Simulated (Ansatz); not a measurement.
# Property card for SiO2

These are results of DFT PBE, scalar-relativistic, plane waves, PAW (Ansatz 0.2.0), not measurements.

Plane waves to 420 eV, a k mesh through Γ of 6×6×4 on the computed 9-atom cell and Gaussian smearing (0.02 eV); no spin polarisation.

The structure is relaxed at this level of theory with its symmetry kept. This form isn't the usual stable structure of the compound.

```
Si O
1.0
     5.10538    0.00000    0.00000
    -2.55269    4.42139    0.00000
     0.00000    0.00000    5.58505
Si O
3 6
Direct
  0.00000 0.50000 0.33333
  0.50000 0.50000 0.66667
  0.50000 0.00000 0.00000
  0.58396 0.79198 0.83333
  0.79198 0.58396 0.50000
  0.79198 0.20802 0.16667
  0.41604 0.20802 0.83333
  0.20802 0.41604 0.50000
  0.20802 0.79198 0.16667
```

```
Space group                                                                                                                                 : P6_422 (No. 181)
Volume per atom                                                                                                                             : 14.01 Å³
Formation energy from the elements' standard states (uncorrected)                                                                           : -2.773 eV/atom
Kohn–Sham band gap                                                                                                                          : 5.54 eV, indirect from (0.000, 0.000, 0.417) to Γ
Löwdin character of the top 1 eV of the valence band                                                                                        : O 2p 97 %
Löwdin character of the lowest 1 eV of the conduction band                                                                                  : Si 3s 44 %, O 2s 22 %, Si 3p 15 %, unprojected 14 %
Electron masses at the edge by Cartesian direction of the standard setting (m_e; degenerate bands sorted by energy; no spin-orbit coupling) : x: 0.53; y: 0.53; z: 0.51
Hole masses at the edge by Cartesian direction of the standard setting (m_e; degenerate bands sorted by energy; no spin-orbit coupling)     : x: 3.3; y: 3.3; z: 2.3
Bulk modulus                                                                                                                                : 132 GPa
Its pressure derivative                                                                                                                     : 2.2
Electronic dielectric constant xx, yy, zz of the standard setting (independent particles)                                                   : 2.5, 2.5, 2.5
Bader charges (e)                                                                                                                           : Si (3 in the cell) 3.30, O (6 in the cell) -1.65
```